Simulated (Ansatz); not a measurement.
# InSb: how settings move the results

This session on InSb sets out to see how the mixing preconditioner moves the results, then see how the SCF method moves the results.

Program: Ansatz 0.2.0. Level of theory: DFT PBE, scalar-relativistic, plane waves, PAW. These are calculated values, not measurements.

2 further runs of the same task are left out: 1 that didn't finish, 1 set aside as unsound or not needed.

**1. The system as given**

Symmetry: Pmmn, No. 59, orthorhombic system. Conventional cell: a = 5.920 Å, b = 5.938 Å, c = 3.222 Å, α = 90.00°, β = 90.00°, γ = 90.00°. In (site symmetry mm2) has 4 Sb at 3.09 to 3.10 Å and 2 In at 3.22 Å as nearest neighbours. Around Sb (site symmetry mm2) lie 4 In at 3.09 to 3.10 Å and 2 Sb at 3.22 Å.

Structure file:

```
CELL_PARAMETERS angstrom
5.92042 0.00000 0.00000
0.00000 5.93800 0.00000
0.00000 0.00000 3.22250
ATOMIC_POSITIONS crystal
In 0.00000 0.00000 0.00881
In 0.50000 0.50000 0.99120
Sb 0.00000 0.50000 0.27700
Sb 0.50000 0.00000 0.72300
```

Source of the structure: the Materials Project (structure only). It is taken as it stands there.

**2. The base input**

Contents of input.yaml:

```yaml
crystal:
  lattice:
    - [5.92042, 0.0, 0.0]
    - [0.0, 5.938004, 0.0]
    - [0.0, 0.0, 3.222499]
  atoms:
    - { symbol: In, position: [0.0, 0.0, 0.008805] }
    - { symbol: In, position: [0.5, 0.5, 0.991195] }
    - { symbol: Sb, position: [0.0, 0.5, 0.276997] }
    - { symbol: Sb, position: [0.5, 0.0, 0.723003] }
basis:
  ecutwfc: 420
kpoints:
  mp_grid: { grid: [8, 8, 14] }
hamiltonian:
  xc: pbe
scf:
  occupations: { method: gaussian, width: 0.1 }
output:
  forces: true
  stress: true
  eigenvalues: true
  populations: true
```

Its results, from an earlier run: -6041.1563 eV/atom at zero smearing, pressure 0.04 GPa, largest force 0.060 eV/Å, no gap on the mesh, in 7 SCF cycles and 46 s.

**3. Mixing preconditioner set to none**

input.yaml, as its differences from that of step 2:

```diff
@@ -18,2 +18,6 @@
   occupations: { method: gaussian, width: 0.1 }
+  mixing: { preconditioner: none }
+  max_iter: 120
+  lower_state_search: "off"
+  initial_density: { chi_scale: 0, normalization: atom }
 output:
@@ -22,2 +26 @@
   eigenvalues: true
-  populations: true
```

Command:

```
$ ansatz run input.yaml --threads 1 --pin off --max-ram 2560MiB --backend cpu --events-out ev --progress --plain --runs-dir out
```

Log, shortened:

```text
Warning: RAYON_NUM_THREADS=1 ignored (pool sized by the plan → 1); use --threads N
[...]
Pseudopotentials: kind: paw
Pseudopotential: In, paw, valence charge 13, recommended cutoff 420 eV (normal), In.paw.azcp
Pseudopotential: Sb, paw, valence charge 15, recommended cutoff 420 eV (normal), Sb.paw.azcp
Functional definition: PBE
[...]
Crystal: 4 atoms, lattice volume = 113.288 Å³
Basis set: ecut = 420 eV, 2203 PW (Γ), exchange–correlation on 80×80×48 points (8 copies of the dense FFT grid, shifted against one another)
Bands: 34, of which v1, the nominal top of the filled ones, is band 28 counted from 1 (27 counted from 0)
Symmetry: 8 space group operations
Space group: Pmmn (ITA 59), of the structure as read, at distance tolerance 4.8e-5 Å
k-points: 200 of 896
[...]
SCF iter   1: F=—  HF=-24164.708464 eV  |F-HF|=—  |Δ(HF+E_count)|=         —  Δρ=1.45e-2  dr2=3.37e-1  ethr=3.10e-3  ⟨swp⟩=7.5  Hψ=29600  notcnv=0
[...]
SCF iter   7: F=-24164.629518 eV  HF=-24164.629518 eV  |F-HF|=3.07e-8  |Δ(HF+E_count)|=   8.11e-8  Δρ=5.68e-6  dr2=3.72e-8  ethr=1.79e-10  ⟨swp⟩=9.8  Hψ=32978  notcnv=0
[...]
SCF converged after 7 iterations
Free energy (F): -24164.629518 eV
[...]
E sigma→0 (E₀):  -24164.625122 eV
Entropy (-TS):   -0.008791 eV (-2.198 meV/atom)
Fermi energy:    9.810178 eV
[...]
--- Forces (eV/Å), atoms counted from 1 ---
  atom   1  In     0.00000000     0.00000000    -0.00005141
  atom   2  In     0.00000000     0.00000000     0.00005141
  atom   3  Sb     0.00000000     0.00000000    -0.05997598
  atom   4  Sb     0.00000000     0.00000000     0.05997598
[...]
--- Stress (GPa, compression-positive) ---
       -0.137651       0.000000       0.000000
        0.000000      -0.085213       0.000000
        0.000000       0.000000       0.344287
  P = ⅓ Tr σ = 0.0405 GPa (0.405 kbar)
--- Band table (eV; the first three rows and the last of 200) ---
[...]
```

Wall time 39 s (1 thread of Intel Xeon at 2.70GHz, shared host); peak memory 0.75 GiB.

Read-out: -6041.1563 eV/atom at zero smearing, pressure 0.04 GPa, largest force 0.060 eV/Å and no gap on the mesh.

**4. Mixing preconditioner set to kerker**

input.yaml, as its differences from that of step 3:

```diff
@@ -18,3 +18,3 @@
   occupations: { method: gaussian, width: 0.1 }
-  mixing: { preconditioner: none }
+  mixing: { preconditioner: kerker }
   max_iter: 120
```

Command:

```
$ ansatz run input.yaml --threads 1 --pin off --max-ram 2560MiB --backend cpu --events-out ev --progress --plain --runs-dir out
```

Log, shortened:

```text
Warning: RAYON_NUM_THREADS=1 ignored (pool sized by the plan → 1); use --threads N
[...]
[... 4 set-up lines as earlier in the session ...]
[...]
Crystal: 4 atoms, lattice volume = 113.288 Å³
Basis set: ecut = 420 eV, 2203 PW (Γ), exchange–correlation on 80×80×48 points (8 copies of the dense FFT grid, shifted against one another)
Bands: 34, of which v1, the nominal top of the filled ones, is band 28 counted from 1 (27 counted from 0)
[... 2 set-up lines as earlier in the session ...]
k-points: 200 of 896
[...]
SCF iter   1: F=—  HF=-24164.708464 eV  |F-HF|=—  |Δ(HF+E_count)|=         —  Δρ=1.45e-2  dr2=3.37e-1  ethr=3.10e-3  ⟨swp⟩=7.5  Hψ=29600  notcnv=0
[...]
SCF iter   7: F=-24164.629518 eV  HF=-24164.629518 eV  |F-HF|=1.61e-8  |Δ(HF+E_count)|=   4.09e-7  Δρ=9.44e-6  dr2=8.76e-8  ethr=1.79e-10  ⟨swp⟩=10.0  Hψ=33729  notcnv=0
[...]
SCF converged after 7 iterations
Free energy (F): -24164.629518 eV
[...]
E sigma→0 (E₀):  -24164.625122 eV
Entropy (-TS):   -0.008791 eV (-2.198 meV/atom)
Fermi energy:    9.810229 eV
[...]
--- Forces (eV/Å), atoms counted from 1 ---
  atom   1  In     0.00000000     0.00000000    -0.00005028
  atom   2  In     0.00000000     0.00000000     0.00005028
  atom   3  Sb     0.00000000     0.00000000    -0.06000292
  atom   4  Sb     0.00000000     0.00000000     0.06000292
[...]
--- Stress (GPa, compression-positive) ---
       -0.137737       0.000000       0.000000
        0.000000      -0.085307       0.000000
        0.000000       0.000000       0.344340
  P = ⅓ Tr σ = 0.0404 GPa (0.404 kbar)
--- Band table (eV; the first three rows and the last of 200) ---
[...]
```

Run time: 38 s. Hardware: 1 thread of Intel Xeon at 2.70GHz, shared host; peak memory 0.75 GiB.

Result: -6041.1563 eV/atom at zero smearing, pressure 0.04 GPa, largest force 0.060 eV/Å and no gap on the mesh.

**5. Mixing preconditioner: kerker-dos**

input.yaml, as its differences from that of step 4:

```diff
@@ -18,3 +18,3 @@
   occupations: { method: gaussian, width: 0.1 }
-  mixing: { preconditioner: kerker }
+  mixing: { preconditioner: kerker_dos }
   max_iter: 120
```

Command:

```
$ ansatz run input.yaml --threads 1 --pin off --max-ram 2560MiB --backend cpu --events-out ev --progress --plain --runs-dir out
```

Log, shortened:

```text
Warning: RAYON_NUM_THREADS=1 ignored (pool sized by the plan → 1); use --threads N
[...]
[... 4 set-up lines as earlier in the session ...]
[...]
Crystal: 4 atoms, lattice volume = 113.288 Å³
Basis set: ecut = 420 eV, 2203 PW (Γ), exchange–correlation on 80×80×48 points (8 copies of the dense FFT grid, shifted against one another)
Bands: 34, of which v1, the nominal top of the filled ones, is band 28 counted from 1 (27 counted from 0)
[... 2 set-up lines as earlier in the session ...]
k-points: 200 of 896
[...]
SCF iter   1: F=—  HF=-24164.708464 eV  |F-HF|=—  |Δ(HF+E_count)|=         —  Δρ=1.45e-2  dr2=3.37e-1  ethr=3.10e-3  ⟨swp⟩=7.5  Hψ=29600  notcnv=0
[...]
SCF iter   7: F=-24164.629518 eV  HF=-24164.629518 eV  |F-HF|=9.02e-10  |Δ(HF+E_count)|=   1.20e-7  Δρ=2.61e-6  dr2=5.03e-9  ethr=1.79e-10  ⟨swp⟩=9.6  Hψ=30861  notcnv=0
[...]
SCF converged after 7 iterations
Free energy (F): -24164.629518 eV
[...]
E sigma→0 (E₀):  -24164.625122 eV
Entropy (-TS):   -0.008791 eV (-2.198 meV/atom)
Fermi energy:    9.810178 eV
[...]
--- Forces (eV/Å), atoms counted from 1 ---
  atom   1  In     0.00000000     0.00000000    -0.00005160
  atom   2  In     0.00000000     0.00000000     0.00005160
  atom   3  Sb     0.00000000     0.00000000    -0.05998378
  atom   4  Sb     0.00000000     0.00000000     0.05998378
[...]
--- Stress (GPa, compression-positive) ---
       -0.137669       0.000000       0.000000
        0.000000      -0.085231       0.000000
        0.000000       0.000000       0.344277
  P = ⅓ Tr σ = 0.0405 GPa (0.405 kbar)
--- Band table (eV; the first three rows and the last of 200) ---
[...]
```

Run time: 42 s. Hardware: 1 thread of Intel Xeon at 2.70GHz, shared host; peak memory 0.75 GiB.

Result: -6041.1563 eV/atom at zero smearing, pressure 0.04 GPa, largest force 0.060 eV/Å and no gap on the mesh.

**6. Mixing preconditioner set to local-kerker**

input.yaml, as its differences from that of step 5:

```diff
@@ -18,3 +18,3 @@
   occupations: { method: gaussian, width: 0.1 }
-  mixing: { preconditioner: kerker_dos }
+  mixing: { preconditioner: local_kerker }
   max_iter: 120
```

Command:

```
$ ansatz run input.yaml --threads 1 --pin off --max-ram 2560MiB --backend cpu --events-out ev --progress --plain --runs-dir out
```

Log, shortened:

```text
Warning: RAYON_NUM_THREADS=1 ignored (pool sized by the plan → 1); use --threads N
[...]
[... 4 set-up lines as earlier in the session ...]
[...]
Crystal: 4 atoms, lattice volume = 113.288 Å³
Basis set: ecut = 420 eV, 2203 PW (Γ), exchange–correlation on 80×80×48 points (8 copies of the dense FFT grid, shifted against one another)
Bands: 34, of which v1, the nominal top of the filled ones, is band 28 counted from 1 (27 counted from 0)
[... 2 set-up lines as earlier in the session ...]
k-points: 200 of 896
[...]
SCF iter   1: F=—  HF=-24164.708464 eV  |F-HF|=—  |Δ(HF+E_count)|=         —  Δρ=1.45e-2  dr2=3.37e-1  ethr=3.10e-3  ⟨swp⟩=7.5  Hψ=29600  notcnv=0
[...]
SCF iter   7: F=-24164.629518 eV  HF=-24164.629518 eV  |F-HF|=5.65e-9  |Δ(HF+E_count)|=   7.04e-9  Δρ=2.73e-6  dr2=9.00e-9  ethr=1.79e-10  ⟨swp⟩=9.5  Hψ=30452  notcnv=0
[...]
SCF converged after 7 iterations
Free energy (F): -24164.629518 eV
[...]
E sigma→0 (E₀):  -24164.625122 eV
Entropy (-TS):   -0.008791 eV (-2.198 meV/atom)
Fermi energy:    9.810209 eV
[...]
--- Forces (eV/Å), atoms counted from 1 ---
  atom   1  In     0.00000000     0.00000000    -0.00005167
  atom   2  In     0.00000000     0.00000000     0.00005167
  atom   3  Sb     0.00000000     0.00000000    -0.05998666
  atom   4  Sb     0.00000000     0.00000000     0.05998666
[...]
--- Stress (GPa, compression-positive) ---
       -0.137685       0.000000       0.000000
        0.000000      -0.085249       0.000000
        0.000000       0.000000       0.344277
  P = ⅓ Tr σ = 0.0404 GPa (0.404 kbar)
--- Band table (eV; the first three rows and the last of 200) ---
[...]
```

It took 37 s on 1 thread of Intel Xeon at 2.70GHz, shared host; peak memory 0.75 GiB.

Result: -6041.1563 eV/atom at zero smearing, pressure 0.04 GPa, largest force 0.060 eV/Å and no gap on the mesh.

**7. The sweep of the mixing preconditioner side by side**

All start from plain superposed atomic densities.

```tsv
mixing preconditioner	converged	SCF cycles	energy above the lowest (meV/atom)	CPU time
none	yes	7	0.00	39 s
kerker	yes	7	0.00	38 s
kerker-dos	yes	7	0.00	42 s
local-kerker	yes	7	0.00	37 s
```

The times were taken beside other jobs on the same host; read them as orders of magnitude.

Residual dr2 (eV) at cycles 1, 3, 5 and 9:

```tsv
mixing preconditioner	1	3	5	9
none	3.4e-01	1.1e-02	8.2e-06	done
kerker	3.4e-01	4.3e-03	2.2e-05	done
kerker-dos	3.4e-01	3.0e-03	5.0e-06	done
local-kerker	3.4e-01	2.3e-03	1.1e-05	done
```

**8. SCF method: broyden**

input.yaml, as its differences from that of step 6:

```diff
@@ -18,3 +18,3 @@
   occupations: { method: gaussian, width: 0.1 }
-  mixing: { preconditioner: local_kerker }
+  mixing: { algorithm: broyden }
   max_iter: 120
```

Command:

```
$ ansatz run input.yaml --threads 1 --pin off --max-ram 2560MiB --backend cpu --events-out ev --progress --plain --runs-dir out
```

Log, shortened:

```text
Warning: RAYON_NUM_THREADS=1 ignored (pool sized by the plan → 1); use --threads N
[...]
[... 4 set-up lines as earlier in the session ...]
[...]
Crystal: 4 atoms, lattice volume = 113.288 Å³
Basis set: ecut = 420 eV, 2203 PW (Γ), exchange–correlation on 80×80×48 points (8 copies of the dense FFT grid, shifted against one another)
Bands: 34, of which v1, the nominal top of the filled ones, is band 28 counted from 1 (27 counted from 0)
[... 2 set-up lines as earlier in the session ...]
k-points: 200 of 896
[...]
SCF iter   1: F=—  HF=-24164.708444 eV  |F-HF|=—  |Δ(HF+E_count)|=         —  Δρ=1.45e-2  dr2=3.37e-1  ethr=3.10e-3  ⟨swp⟩=7.5  Hψ=29600  notcnv=0
[...]
SCF converged after 9 iterations
Stability not checked: this state was not tested for a lower state beside it, because the mixer in use, unlike msr1, does not test its closes by its own steps (another_mixer; see scf.mixing.algorithm and scf.lower_state_search)
Free energy (F): -24164.629518 eV
[...]
E sigma→0 (E₀):  -24164.625122 eV
Entropy (-TS):   -0.008791 eV (-2.198 meV/atom)
Fermi energy:    9.810157 eV
[...]
--- Forces (eV/Å), atoms counted from 1 ---
  atom   1  In     0.00000000     0.00000000    -0.00005144
  atom   2  In     0.00000000     0.00000000     0.00005144
  atom   3  Sb     0.00000000     0.00000000    -0.05998792
  atom   4  Sb     0.00000000     0.00000000     0.05998792
[...]
--- Stress (GPa, compression-positive) ---
       -0.137696       0.000000       0.000000
        0.000000      -0.085255       0.000000
        0.000000       0.000000       0.344321
  P = ⅓ Tr σ = 0.0405 GPa (0.405 kbar)
--- Band table (eV; the first three rows and the last of 200) ---
[...]
```

It took 48 s on 1 thread of Intel Xeon at 2.70GHz, shared host; peak memory 0.75 GiB.

This run gives -6041.1563 eV/atom at zero smearing, pressure 0.04 GPa, largest force 0.060 eV/Å and no gap on the mesh.

**9. SCF method: msr1**

input.yaml, as its differences from that of step 8:

```diff
@@ -18,3 +18,3 @@
   occupations: { method: gaussian, width: 0.1 }
-  mixing: { algorithm: broyden }
+  mixing: { algorithm: msr1 }
   max_iter: 120
```

Command:

```
$ ansatz run input.yaml --threads 1 --pin off --max-ram 2560MiB --backend cpu --events-out ev --progress --plain --runs-dir out
```

Log, shortened:

```text
Warning: RAYON_NUM_THREADS=1 ignored (pool sized by the plan → 1); use --threads N
[...]
[... 4 set-up lines as earlier in the session ...]
[...]
Crystal: 4 atoms, lattice volume = 113.288 Å³
Basis set: ecut = 420 eV, 2203 PW (Γ), exchange–correlation on 80×80×48 points (8 copies of the dense FFT grid, shifted against one another)
Bands: 34, of which v1, the nominal top of the filled ones, is band 28 counted from 1 (27 counted from 0)
[... 2 set-up lines as earlier in the session ...]
k-points: 200 of 896
[...]
SCF iter   1: F=—  HF=-24164.708464 eV  |F-HF|=—  |Δ(HF+E_count)|=         —  Δρ=1.45e-2  dr2=3.37e-1  ethr=3.10e-3  ⟨swp⟩=7.5  Hψ=29600  notcnv=0
[...]
SCF iter   7: F=-24164.629518 eV  HF=-24164.629518 eV  |F-HF|=1.61e-8  |Δ(HF+E_count)|=   4.09e-7  Δρ=9.44e-6  dr2=8.76e-8  ethr=1.79e-10  ⟨swp⟩=10.0  Hψ=33729  notcnv=0
[...]
SCF converged after 7 iterations
Free energy (F): -24164.629518 eV
[...]
E sigma→0 (E₀):  -24164.625122 eV
Entropy (-TS):   -0.008791 eV (-2.198 meV/atom)
Fermi energy:    9.810229 eV
[...]
--- Forces (eV/Å), atoms counted from 1 ---
  atom   1  In     0.00000000     0.00000000    -0.00005028
  atom   2  In     0.00000000     0.00000000     0.00005028
  atom   3  Sb     0.00000000     0.00000000    -0.06000292
  atom   4  Sb     0.00000000     0.00000000     0.06000292
[...]
--- Stress (GPa, compression-positive) ---
       -0.137737       0.000000       0.000000
        0.000000      -0.085307       0.000000
        0.000000       0.000000       0.344340
  P = ⅓ Tr σ = 0.0404 GPa (0.404 kbar)
--- Band table (eV; the first three rows and the last of 200) ---
[...]
```

Wall time 41 s (1 thread of Intel Xeon at 2.70GHz, shared host); peak memory 0.75 GiB.

Read-out: -6041.1563 eV/atom at zero smearing, pressure 0.04 GPa, largest force 0.060 eV/Å and no gap on the mesh.

**10. SCF method set to direct-min**

input.yaml, as its differences from that of step 9:

```diff
@@ -18,6 +18,3 @@
   occupations: { method: gaussian, width: 0.1 }
-  mixing: { algorithm: msr1 }
-  max_iter: 120
-  lower_state_search: "off"
-  initial_density: { chi_scale: 0, normalization: atom }
+  algorithm: direct_min
 output:
```

Command:

```
$ ansatz run input.yaml --threads 1 --pin off --max-ram 2560MiB --backend cpu --events-out ev --progress --plain --runs-dir out
```

Log, shortened:

```text
Warning: RAYON_NUM_THREADS=1 ignored (pool sized by the plan → 1); use --threads N
[...]
[... 4 set-up lines as earlier in the session ...]
[...]
Crystal: 4 atoms, lattice volume = 113.288 Å³
Basis set: ecut = 420 eV, 2203 PW (Γ), exchange–correlation on 80×80×48 points (8 copies of the dense FFT grid, shifted against one another)
Bands: 34, of which v1, the nominal top of the filled ones, is band 28 counted from 1 (27 counted from 0)
[... 2 set-up lines as earlier in the session ...]
k-points: 200 of 896
[...]
SCF iter   1: F=—  HF=-24164.627875 eV  |F-HF|=—  |Δ(HF+E_count)|=         —  Δρ=8.95e-4  dr2=7.63e-4  ethr=1.77e-3  ⟨swp⟩=8.0  Hψ=28049  notcnv=1
[...]
SCF converged after 4 iterations
Stability not checked: this state was not tested for a lower state beside it, because a direct minimisation reached the state, and no test of it is asked (direct_minimisation; see scf.lower_state_search)
Free energy (F): -24164.629518 eV
[...]
E sigma→0 (E₀):  -24164.625122 eV
Entropy (-TS):   -0.008790 eV (-2.198 meV/atom)
Fermi energy:    9.810158 eV
[...]
--- Forces (eV/Å), atoms counted from 1 ---
  atom   1  In     0.00000000     0.00000000    -0.00005379
  atom   2  In     0.00000000     0.00000000     0.00005379
  atom   3  Sb     0.00000000     0.00000000    -0.06000109
  atom   4  Sb     0.00000000     0.00000000     0.06000109
[...]
--- Stress (GPa, compression-positive) ---
       -0.137678       0.000000       0.000000
        0.000000      -0.085257       0.000000
        0.000000       0.000000       0.344236
  P = ⅓ Tr σ = 0.0404 GPa (0.404 kbar)
--- Band table (eV; the first three rows and the last of 200) ---
[...]
```

Run time: 1.7 min. Hardware: 1 thread of Intel Xeon at 2.70GHz, shared host; peak memory 1.7 GiB.

This run gives -6041.1563 eV/atom at zero smearing, pressure 0.04 GPa, largest force 0.060 eV/Å and no gap on the mesh.

**11. SCF method set to davidson**

input.yaml, as its differences from that of step 10:

```diff
@@ -18,3 +18,3 @@
   occupations: { method: gaussian, width: 0.1 }
-  algorithm: direct_min
+  eigensolver: { kind: davidson }
 output:
```

Command:

```
$ ansatz run input.yaml --threads 1 --pin off --max-ram 2560MiB --backend cpu --events-out ev --progress --plain --runs-dir out
```

Log, shortened:

```text
Warning: RAYON_NUM_THREADS=1 ignored (pool sized by the plan → 1); use --threads N
[...]
[... 4 set-up lines as earlier in the session ...]
[...]
Crystal: 4 atoms, lattice volume = 113.288 Å³
Basis set: ecut = 420 eV, 2203 PW (Γ), exchange–correlation on 80×80×48 points (8 copies of the dense FFT grid, shifted against one another)
Bands: 34, of which v1, the nominal top of the filled ones, is band 28 counted from 1 (27 counted from 0)
[... 2 set-up lines as earlier in the session ...]
k-points: 200 of 896
[...]
SCF iter   1: F=—  HF=-24164.627896 eV  |F-HF|=—  |Δ(HF+E_count)|=         —  Δρ=8.95e-4  dr2=7.63e-4  ethr=1.77e-3  ⟨swp⟩=8.0  Hψ=28050  notcnv=1
[...]
the search or the solves at the SCF's close may have found levels that the self-consistency loop had missed (the run counts none). By its estimate they hold under 1e-12 electrons; where the run keeps them, the occupations were computed again with them
[...]
SCF converged after 6 iterations
Free energy (F): -24164.629518 eV
[...]
E sigma→0 (E₀):  -24164.625122 eV
Entropy (-TS):   -0.008791 eV (-2.198 meV/atom)
Fermi energy:    9.810209 eV
[...]
--- Forces (eV/Å), atoms counted from 1 ---
  atom   1  In     0.00000000     0.00000000    -0.00005146
  atom   2  In     0.00000000     0.00000000     0.00005146
  atom   3  Sb     0.00000000     0.00000000    -0.05998934
  atom   4  Sb     0.00000000     0.00000000     0.05998934
[...]
--- Stress (GPa, compression-positive) ---
       -0.137684       0.000000       0.000000
        0.000000      -0.085250       0.000000
        0.000000       0.000000       0.344323
  P = ⅓ Tr σ = 0.0405 GPa (0.405 kbar)
--- Band table (eV; the first three rows and the last of 200) ---
[...]
```

It took 63 s on 1 thread of Intel Xeon at 2.70GHz, shared host; peak memory 0.68 GiB.

Result: -6041.1563 eV/atom at zero smearing, pressure 0.04 GPa, largest force 0.060 eV/Å and no gap on the mesh.

**12. What the SCF method changes**

Broyden and MSR1 are mixers and start from plain atomic densities here; direct minimisation and the Davidson eigensolver start from the program's default start, so the two pairs are not like for like.

```tsv
SCF method	converged	SCF cycles	energy above the lowest (meV/atom)	CPU time
broyden	yes	9	0.00	48 s
msr1	yes	7	0.00	41 s
direct-min	yes	4	0.00	1.7 min
davidson	yes	6	0.00	63 s
```

CPU times come from a shared host, so they are rough.

Residual dr2 (eV) at cycles 1, 3, 5 and 9:

```tsv
SCF method	1	3	5	9
broyden	3.4e-01	4.9e-03	9.9e-05	2.7e-08
msr1	3.4e-01	4.3e-03	2.2e-05	done
direct-min	7.6e-04	2.1e-05	done	done
davidson	7.6e-04	1.4e-05	1.9e-07	done
```

**13. Outcome**

```
                            quantity                                             value
fewest cycles, mixing preconditioner  7 with none, kerker, kerker-dos and local-kerker
           fewest cycles, SCF method                                 4 with direct-min
```

**Reading.** The mixing preconditioner leaves the count of cycles at 7. All converged runs end on the same energy: here the setting changes the path, not the answer. For the SCF method, the fewest cycles, 4, come with direct-min; the most, 9, with broyden. Cycles differ in cost: the least time, 41 s, goes to msr1, and the two pairs had different starts. The converged energies agree, as they must where the state is the same. Spin-orbit coupling is left out for Sb.
